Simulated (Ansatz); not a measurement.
# Si: the cost of one run

Computed with Ansatz 0.2.0 (DFT PBE, scalar-relativistic, plane waves, PAW, unless a step's input says otherwise).

3 further runs of the same task are left out: 3 set aside as unsound or not needed.

## Step 1: The system as given

Symmetry: Fd-3m, No. 227, cubic system. Conventional cell: a = 5.470 Å, b = 5.470 Å, c = 5.470 Å, α = 90.00°, β = 90.00°, γ = 90.00°. Si (site symmetry -43m) is surrounded by 4 Si at 2.37 Å.

Structure file:

```
CELL_PARAMETERS angstrom
0.00000 2.73488 2.73488
2.73488 0.00000 2.73488
2.73488 2.73488 0.00000
ATOMIC_POSITIONS crystal
Si 0.50000 0.50000 0.50000
Si 0.75000 0.75000 0.75000
```

It is the result of an earlier relaxation at this level (volume 20.46 Å³/atom; gap on the mesh: 0.62 eV).

## Step 2: Zero of energy

The reference gives a free energy of -1271.6165 eV, pressure 0.03 GPa, largest force 0.000 eV/Å and gap on the mesh 0.65 eV. It was computed beforehand with the settings of the runs below.

## Step 3: Normal modes

Input file input.yaml:

```yaml
crystal:
  lattice:
    - [0.0, 2.7348811941, 2.7348811941]
    - [2.7348811941, 0.0, 2.7348811941]
    - [2.7348811941, 2.7348811941, 0.0]
  atoms:
    - { symbol: Si, position: [0.5, 0.5, 0.5] }
    - { symbol: Si, position: [0.75, 0.75, 0.75] }
basis:
  ecutwfc: 420
kpoints:
  mp_grid: { grid: [8, 8, 8] }
hamiltonian:
  xc: pbe
scf:
  occupations: { method: gaussian, width: 0.05 }
output:
  eigenvalues: true
phonons:
  method: fd
  supercell: [1, 1, 1]
  amplitude: 0.02
  eigenvectors: true
  dielectric: false
```

Command:

```bash
$ ansatz run input.yaml --threads 2 --pin off --max-ram 5120MiB --backend cpu --events-out ev --progress --plain --runs-dir out
```

Q: Estimate wall time and peak memory on 2 threads of Intel Xeon 6975P-C (Granite Rapids), shared host.

About 1.2 s, with a peak of 0.37 GiB.
